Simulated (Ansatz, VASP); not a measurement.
GaN in VASP and in Ansatz

```
CELL_PARAMETERS angstrom
0.00000 2.10852 2.17177
2.10852 0.00000 2.17177
2.10852 2.10852 0.00000
ATOMIC_POSITIONS crystal
Ga 0.00000 0.00000 0.00000
N 0.50000 0.50000 0.50000
```

Change from the starting cell: uniaxial_z strain +3.0%.

Alike in both runs: task single point; functional r2SCAN; k mesh 10 × 10 × 10; no spin polarisation.

```csv
,VASP,Ansatz
version,VASP 6.6.1,Ansatz 0.2.0
potentials or method,"VASP PAW PBE potentials, release 64 (Ga_d, N)","plane waves, PAW"
plane-wave cutoff (eV),520,500
occupations,"gaussian, width 0.01 eV",fixed
valence electrons in the cell,18,18
```

Ansatz gave:

```
gap on the k mesh at the Fermi level (eV)       : 0.86
pressure (GPa)                                  : -6.4
largest component of the traceless stress (GPa) : 2.85
```

Problem. What did VASP give for the same quantities?

Solution. gap on the k mesh at the Fermi level (eV): 0.83; pressure (GPa): -5.3; largest component of the traceless stress (GPa): 3.14.

Caveats: the PAW data sets were made with another functional, which shifts forces and pressure a little (VASP). A k mesh can miss the band edges.
